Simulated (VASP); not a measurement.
# Hf (I4_1/amd) in VASP: a series of runs, part 3 of 3

VASP 6.6.1. Earlier steps stand in the parts before.

## 5. Single point, PBEsol

This run uses another cell than the first one: it holds 1 atom, not 2.

INCAR

```
SYSTEM = Hf
ALGO = Normal
EDIFF = 1E-7
ENCUT = 520
GGA = PS
ISIF = 2
ISMEAR = 0
LASPH = .TRUE.
LCHARG = .TRUE.
LELF = .TRUE.
LREAL = .FALSE.
LVHAR = .TRUE.
LWAVE = .FALSE.
NBANDS = 11
NELM = 100
PREC = Accurate
SIGMA = 0.1
```

KPOINTS

```
k-points
0
G
  8 8 8
  0 0 0
```

POSCAR

```
Hf
1.0
   -1.7461745728      1.7461745728      1.7461745728
    1.7461745728     -1.7461745728      1.7461745728
    1.7461745728      1.7461745728     -1.7461745728
Hf
1
Direct
    0.0000000000      0.0000000000      0.0000000000
```

Potentials or basis: VASP PAW PBE potentials, release 64 (Hf_pv).

On the command line:

```console
$ cat potpaw_PBE.64/Hf_pv/POTCAR > POTCAR
$ mpirun -np 1 vasp_std > vasp.out
```

OUTCAR:

```text
SYSTEM = Hf
   EDIFF = 1E-7
   ENCUT = 520
   GGA = PS
   ISIF = 2
   ISMEAR = 0
   LASPH = .TRUE.
   LREAL = .FALSE.
   NELM = 100
   PREC = Accurate

 ion  position               nearest neighbor table
   1  0.000  0.000  0.000-

  LATTYP: Found a body centered cubic cell.
 ALAT       =     3.4923491456

  Lattice vectors:

 A1 = (  -1.7461745728,   1.7461745728,   1.7461745728)
 A2 = (   1.7461745728,  -1.7461745728,   1.7461745728)
 A3 = (   1.7461745728,   1.7461745728,  -1.7461745728)

Analysis of symmetry for initial positions (statically):
=====================================================================
 Subroutine PRICEL returns:
 Original cell was already a primitive cell.

 Routine SETGRP: Setting up the symmetry group for a
 body centered cubic supercell.

 Subroutine GETGRP returns: Found 48 space group operations
 (whereof 48 operations were pure point group operations)
 out of a pool of 48 trial point group operations.

The static configuration has the point symmetry O_h .

Analysis of symmetry for dynamics (positions and initial velocities):
=====================================================================
 Subroutine PRICEL returns:
 Original cell was already a primitive cell.

 Routine SETGRP: Setting up the symmetry group for a
 body centered cubic supercell.

 Subroutine GETGRP returns: Found 48 space group operations
 (whereof 48 operations were pure point group operations)
 out of a pool of 48 trial point group operations.

The dynamic configuration has the point symmetry O_h .

 Subroutine INISYM returns: Found 48 space group operations
 (whereof 48 operations are pure point group operations),
 and found     1 'primitive' translations

----------------------------------------------------------------------------------------

                                     Primitive cell

  volume of cell :      21.2972

  direct lattice vectors                    reciprocal lattice vectors
    -1.746174573  1.746174573  1.746174573     0.000000000  0.286340214  0.286340214
     1.746174573 -1.746174573  1.746174573     0.286340214  0.000000000  0.286340214
     1.746174573  1.746174573 -1.746174573     0.286340214  0.286340214  0.000000000

  length of vectors
     3.024463079  3.024463079  3.024463079     0.404946213  0.404946213  0.404946213

  position of ions in fractional coordinates (direct lattice)
     0.000000000  0.000000000  0.000000000

  ion indices of the primitive-cell ions
   primitive index   ion index
                 1           1

----------------------------------------------------------------------------------------

 KPOINTS: k-points

Automatic generation of k-mesh.
 Grid dimensions read from file:
 generate k-points for:    8    8    8

 Generating k-lattice:

  Cartesian coordinates                     Fractional coordinates (reciprocal lattice)
     0.000000000  0.035792527  0.035792527     0.125000000  0.000000000  0.000000000
     0.035792527  0.000000000  0.035792527     0.000000000  0.125000000  0.000000000
     0.035792527  0.035792527  0.000000000     0.000000000  0.000000000  0.125000000

  Length of vectors
     0.050618277  0.050618277  0.050618277

  Shift w.r.t. Gamma in fractional coordinates (k-lattice)
     0.000000000  0.000000000  0.000000000

 Subroutine IBZKPT returns following result:
 ===========================================

 Found     29 irreducible k-points:

 Following reciprocal coordinates:
            Coordinates               Weight
  0.000000  0.000000  0.000000      1.000000
  0.125000  0.000000  0.000000     12.000000
  0.250000  0.000000  0.000000     12.000000
  0.375000  0.000000  0.000000     12.000000
  0.500000  0.000000  0.000000      6.000000
  0.125000  0.125000  0.000000     24.000000
[... 16 lines left out ...]
 -0.250000  0.250000  0.250000      6.000000
 -0.375000  0.375000  0.250000     24.000000
 [... further k-points ...]
   k-points           NKPTS =     29   k-points in BZ     NKDIM =     29   number of bands    NBANDS=     11
   number of dos      NEDOS =    301   number of ions     NIONS =      1
   total plane-waves  NPLWV =  13824
   dimension x,y,z NGX =    24 NGY =   24 NGZ =   24
   dimension x,y,z NGXF=    48 NGYF=   48 NGZF=   48
   ions per type =               1
   NGX,Y,Z   is equivalent  to a cutoff of  13.19, 13.19, 13.19 a.u.
   NGXF,Y,Z  is equivalent  to a cutoff of  26.38, 26.38, 26.38 a.u.
 SYSTEM =  Hf
   PREC   = accura    normal or accurate (medium, high low for compatibility)
   ISTART =      0    job   : 0-new  1-cont  2-samecut
   ICHARG =      2    charge: 1-file 2-atom 10-const
   ISPIN  =      1    spin polarized calculation?
   LNONCOLLINEAR =      F non collinear calculations
   LSORBIT =      F    spin-orbit coupling
   LASPH  =      T    aspherical Exc in radial PAW
   ENCUT  =  520.0 eV  38.22 Ry    6.18 a.u.   5.62  5.62  5.62*2*pi/ulx,y,z
   NELM   =    100;   NELMIN=  2; NELMDL= -5     # of ELM steps
   EDIFF  = 0.1E-06   stopping-criterion for ELM
   LREAL  =      F    real-space projection
   EDIFFG = 0.1E-05   stopping-criterion for IOM
   NSW    =      0    number of steps for IOM
   IBRION =     -1    ionic relax: 0-MD 1-quasi-New 2-CG
   NFREE  =      0    steps in history (QN), initial steepest desc. (CG)
   ISIF   =      2    stress and relaxation
   ISYM   =      2    0-nonsym 1-usesym 2-fastsym
   POTIM  = 0.5000    time-step for ionic-motion
   TEBEG  =    0.0;   TEEND  =   0.0 temperature during run
   PSTRESS=    0.0 pullay stress
   NELECT =      10.0000    total number of electrons
   NUPDOWN=      -1.0000    fix difference up-down
   EMIN   =  10.00;   EMAX   =-10.00  energy-range for DOS
   EFERMI =   0.00;   METHOD = LEGACY
   ISMEAR =     0;   SIGMA  =   0.10  broadening in eV -4-tet -1-fermi 0-gaus
   EFERMI_NEDOS =   21; number of points for ismear=-14 and -15
   IALGO  =     38    algorithm
   IMIX   =      4    mixing-type and parameters
     AMIX     =   0.40;   BMIX     =  1.00
     AMIX_MAG =   1.60;   BMIX_MAG =  1.00
  volume/ion in A,a.u.               =      21.30       143.72
  Fermi-wavevector in a.u.,A,eV,Ry     =   1.272430  2.404544 22.028889  1.619078
  Thomas-Fermi vector in A             =   2.405309
   LORBIT       =      0    0 simple, 1 ext, 2 COOP (PROOUT), +10 PAW based schemes
   GGA     = PS    functional components
   LHFCALC =     F    Hartree Fock is set to
   AEXX    =    0.0000 exact exchange contribution
   IVDW    =     0    specifies the selected vdW correction
   LEPSILON=     F    determine dielectric tensor
   LRPA    =     F    only Hartree local field effects (RPA)
 non-spin polarized calculation
 Gauss-broadening in eV      SIGMA  =   0.10
  energy-cutoff  :      520.00
  volume of cell :       21.30
 maximum number of plane-waves:       603
 NGX is ok and might be reduce to    24

 number of electron      10.0000000 magnetization

 number of electron       9.9999998 magnetization

 Free energy of the ion-electron system (eV)
  ---------------------------------------------------
  ext. energy  EPLUGINS =         0.00000000
  ---------------------------------------------------
  free energy    TOTEN  =       -10.34558820 eV

  energy without entropy =      -10.33599970  energy(sigma->0) =      -10.34079395

 E-fermi :   4.7177     XC(G=0): -11.6186

 val. band max:        4.6800552561   @ k =  -0.3750   0.3750   0.1250
 cond. band min:       4.7360250982   @ k =   0.2500   0.2500   0.0000
 fundamental gap:      0.0559698420
 Fermi energy:         4.7177406893

 k-point     1 :       0.0000    0.0000    0.0000
  band No.  band energies     occupation
      1     -24.8487      2.00000
      2     -24.8487      2.00000
      3     -24.8487      2.00000
      4      -2.4509      2.00000
      5       6.2909      0.00000
      6       6.2909      0.00000
      7       6.2909      0.00000
      8       9.2321      0.00000
      9       9.2321      0.00000
     10      18.1650      0.00000
     11      18.3094      0.00000
[... 309 lines left out ...]
 k-point    24 :      -0.3750    0.3750    0.2500
  band No.  band energies     occupation
      1     -25.5720      2.00000
      2     -25.2975      2.00000
      3     -25.2089      2.00000
      4       2.4772      2.00000
      5       3.5510      2.00000
      6       6.6038      0.00000
      7       7.1371      0.00000
      8      10.0936      0.00000
      9      10.5354      0.00000
     10      17.4828      0.00000
     11      18.1978      0.00000

 [... further k-points ...]

------------------------ aborting loop because EDIFF is reached ----------------------------------------

  FORCE on cell =-STRESS in cart. coord.  units (eV):
  Direction    XX          YY          ZZ          XY          YZ          ZX
  --------------------------------------------------------------------------------------
  -------------------------------------------------------------------------------------
  Total       -0.0335742     -0.0335742     -0.0335742      0.0000000     -0.0000000     -0.0000000
  in kB       -2.5257680     -2.5257680     -2.5257680      0.0000000     -0.0000000     -0.0000000
  external PRESSURE =      -2.5257680 kB  Pullay stress =       0.0000000 kB

 VOLUME and BASIS-vectors are now :
 -----------------------------------------------------------------------------
  energy-cutoff  :      520.00
  volume of cell :       21.30
      direct lattice vectors                 reciprocal lattice vectors
    -1.746174573  1.746174573  1.746174573     0.000000000  0.286340214  0.286340214
     1.746174573 -1.746174573  1.746174573     0.286340214  0.000000000  0.286340214
     1.746174573  1.746174573 -1.746174573     0.286340214  0.286340214  0.000000000

 POSITION                                       TOTAL-FORCE (eV/Angst)
 -----------------------------------------------------------------------------------
      0.00000      0.00000      0.00000        -0.000000     -0.000000      0.000000
 -----------------------------------------------------------------------------------
    total drift:                                0.000000      0.000000     -0.000000

  FREE ENERGIE OF THE ION-ELECTRON SYSTEM (eV)
  ---------------------------------------------------
  free  energy   TOTEN  =       -10.3455881982 eV

  energy  without entropy=      -10.3359997028  energy(sigma->0) =      -10.34079395
```

OSZICAR:

```text
N       E                     dE             d eps       ncg     rms          rms(c)
DAV:   1     0.126586527245E+02    0.12659E+02   -0.59652E+03   638   0.857E+02
DAV:   2    -0.102061266835E+02   -0.22865E+02   -0.22144E+02   794   0.156E+02
DAV:   3    -0.106937178684E+02   -0.48759E+00   -0.48400E+00   794   0.149E+01
DAV:   4    -0.106961367926E+02   -0.24189E-02   -0.24185E-02   722   0.113E+00
DAV:   5    -0.106961468824E+02   -0.10090E-04   -0.10089E-04   765   0.662E-02    0.455E+01
DAV:   6    -0.104367645173E+02    0.25938E+00   -0.21039E-01   701   0.333E+00    0.270E+01
DAV:   7    -0.103498616067E+02    0.86903E-01   -0.31482E-01   713   0.393E+00    0.118E+00
DAV:   8    -0.103455600185E+02    0.43016E-02   -0.25670E-02   680   0.109E+00    0.385E-01
DAV:   9    -0.103455873960E+02   -0.27377E-04   -0.29797E-04   799   0.160E-01    0.383E-02
DAV:  10    -0.103455880033E+02   -0.60729E-06   -0.13514E-05   692   0.274E-02    0.180E-02
DAV:  11    -0.103455881549E+02   -0.15164E-06   -0.16850E-06   748   0.978E-03    0.437E-03
DAV:  12    -0.103455881982E+02   -0.43259E-07   -0.24268E-08   450   0.149E-03
   1 F= -.10345588E+02 E0= -.10340794E+02  d E =-.958850E-02
```

stdout:

```text
POSCAR found type information on POSCAR Hf
 POSCAR found :  1 types and       1 ions
 scaLAPACK will be used
 -----------------------------------------------------------------------------
|                                                                             |
|                                                                             |
|     You enforced a specific xc type in the INCAR file but a different       |
|     I HOPE YOU KNOW WHAT YOU ARE DOING!                                     |
|                                                                             |
 -----------------------------------------------------------------------------

 LDA part: xc-table for (Slater+PW92), standard interpolation
 POSCAR, INCAR and KPOINTS ok, starting setup
 FFT: planning ... GRIDC
 FFT: planning ... GRID_SOFT
 FFT: planning ... GRID
 WAVECAR not read
 entering main loop
```

Wall time 2.8 s (1 thread of Intel Xeon 6975P-C (Granite Rapids), shared host); peak memory 0.14 GiB.

What came out:

- Free energy: -10.3456 eV
- Pressure: -0.3 GPa
- Band gap on the k mesh: none (metal or under the smearing width)

Levels at points of the mesh, in eV from the Fermi level:
| k point | band 2 | band 3 | band 4 | band 5 | band 6 | band 7 | band 8 | band 9 |
| --- | --- | --- | --- | --- | --- | --- | --- | --- |
| (0.00, 0.00, 0.00) | -29.57 | -29.57 | -7.17 | 1.57 | 1.57 | 1.57 | 4.51 | 4.51 |
| (0.50, 0.00, 0.00) | -29.88 | -29.57 | -3.51 | -0.57 | 1.32 | 4.36 | 5.42 | 8.09 |
| (0.50, 0.50, 0.50) | -30.24 | -30.24 | -2.76 | -2.76 | 7.19 | 7.19 | 7.19 | 7.66 |

Caveat: the PAW data sets were made with another functional, which shifts forces and pressure a little. The run has no spin-orbit coupling, so splittings on Hf are missing.

## 6. Relaxation of cell and atoms, PBEsol

This run uses another cell than the first one: it holds 1 atom, not 2.

INCAR

```
ALGO = Fast ; EDIFF = 1E-6
EDIFFG = -0.04 ; ENCUT = 600
GGA = PS ; IBRION = 2
ISIF = 3 ; ISMEAR = 0
LASPH = T ; LCHARG = F
LREAL = F ; LWAVE = F
NELM = 100 ; NSW = 90
PREC = Accurate ; SIGMA = 0.1
```

KPOINTS

```
k-points
0
Gamma
  8 8 8
```

POSCAR

```
Hf
1.0
   -1.7483118899      1.7483118899      1.7483118899
    1.7483118899     -1.7483118899      1.7483118899
    1.7483118899      1.7483118899     -1.7483118899
Hf
1
Direct
    0.0000000000      0.0000000000      0.0000000000
```

Potentials or basis: VASP PAW PBE potentials, release 64 (Hf_pv).

On the command line:

```console
$ cat potpaw_PBE.64/Hf_pv/POTCAR > POTCAR
$ mpirun -np 1 vasp_std > vasp.out
```

It took 5.5 s on 1 thread of Intel Xeon 6975P-C (Granite Rapids), shared host; peak memory 0.14 GiB.

It converged, with:

```yaml
Free_energy: -10.3458 eV
Relaxed_volume: 21.25 Å³/atom
Relaxed_cell: a = 3.022 Å, b = 3.022 Å, c = 3.022 Å, α = 109.47°, β = 109.47°, γ = 109.47°
Space_group_after_relaxing_to_0.05_Å: Im-3m (No. 229)
Energy_gained_by_relaxing: 0.3 meV/atom
Ionic_steps: 3
Pressure_after_relaxing: 0.1 GPa
Band_gap_on_the_k_mesh: none (metal or under the smearing width)
```

The path:
```tsv
step	energy change (eV)	largest force (eV/Å)	pressure (GPa)	volume (Å³)
1	0.0000	0.0000	-0.64	21.38
2	0.0000	0.0000	0.77	21.11
3	-0.0003	0.0000	0.06	21.25
```

Final structure:
```
Hf
1.0
    -1.74479    1.74479    1.74479
     1.74479   -1.74479    1.74479
     1.74479    1.74479   -1.74479
Hf
1
Cartesian
  0.0000 0.0000 0.0000
```

Levels at points of the mesh, in eV from the Fermi level:
```
           k point  band 3  band 4  band 5  band 6  band 7  band 8
(0.00, 0.00, 0.00)  -29.56   -7.18    1.57    1.57    1.57    4.52
(0.50, 0.00, 0.00)  -29.56   -3.51   -0.57    1.33    4.37    5.43
(0.50, 0.50, 0.50)  -30.24   -2.77   -2.77    7.21    7.21    7.21
```

Caveat: the PAW data sets were made with another functional, which shifts forces and pressure a little. The run has no spin-orbit coupling, so splittings on Hf are missing.

## 7. Overview

```tsv
task	cell	k mesh	cutoff (eV)	mesh quality	gap on the mesh (eV)	pressure (GPa)
single point	I4_1/amd, 22.19 Å³/atom	20 × 20 × 20	520	not flagged	none	-0.3
single point	I4_1/amd, 22.85 Å³/atom	6 × 6 × 6	520	coarse	none	-2.5
single point	Fd-3m, 25.44 Å³/atom	6 × 6 × 6	520	not flagged	none	9.2
single point	Im-3m, 21.3 Å³/atom	8 × 8 × 8	520	not flagged	none	-0.3
relaxation of cell and atoms	relaxed	8 × 8 × 8	600	not flagged	none	0.1
```

Alike in all rows: level PBEsol; potentials or basis VASP PAW PBE potentials, release 64 (Hf_pv); no spin polarisation; smearing gaussian 0.1 eV.

Caveats: some runs use coarse meshes; the PAW data sets were made with another functional, which shifts forces and pressure a little.

Absolute energies hang on the potentials; compare differences alone.
